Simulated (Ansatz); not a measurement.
Set up this calculation in Ansatz 0.2.0, as the native input.

* Task: single point
* Functional: PBE
* Potentials or basis: all-electron LAPW, scalar-relativistic
* Cutoff: 161 eV (chosen from the basis error)
* Basis error allowed: 0.001 eV/atom
* k mesh: 9 × 9 × 9
* Occupations: gaussian, width 0.02 eV
* Spin: no spin polarisation

I:

```
I
1.0
     0.00000    2.36560    3.90984
     2.19225    0.00000    3.90984
     2.19225    2.36560    0.00000
I
1
Direct
  0.00000 0.00000 0.00000
```

The input as run:

input.yaml

```yaml
crystal:
  lattice:
    - [0.0, 2.3656004428, 3.9098401324]
    - [2.1922454667, 0.0, 3.9098401324]
    - [2.1922454667, 2.3656004428, 0.0]
  atoms:
    - { symbol: I, position: [0.0, 0.0, 0.0] }
kpoints:
  mp_grid: { grid: [9, 9, 9] }
scf:
  occupations: { method: gaussian, width: 0.02 }
hamiltonian:
  xc: pbe
  pseudopotentials: { kind: all_electron, lapw: { basis_error: 0.001 } }
output:
  forces: true
  stress: true
  eigenvalues: true
```

Potentials or basis: all-electron LAPW, scalar-relativistic.

Launch:

```console
$ ansatz run input.yaml --threads 1 --pin off --max-ram 3072MiB --backend cpu --events-out ev --progress --plain --runs-dir out
```

It gave:

| Quantity | Value |
| --- | --- |
| Pressure | 0.5 GPa |
| Band gap on the k mesh | none (metal or under the smearing width) |

Caveat: an odd number of electrons without spin polarisation forces a metal; a magnetic or distorted state may lie lower.

Run time: 19 s on 1 thread of Intel(R) Xeon(R) Processor @ 2.50GHz (Skylake/Cascade Lake), on a shared host, peak memory 0.31 GiB.
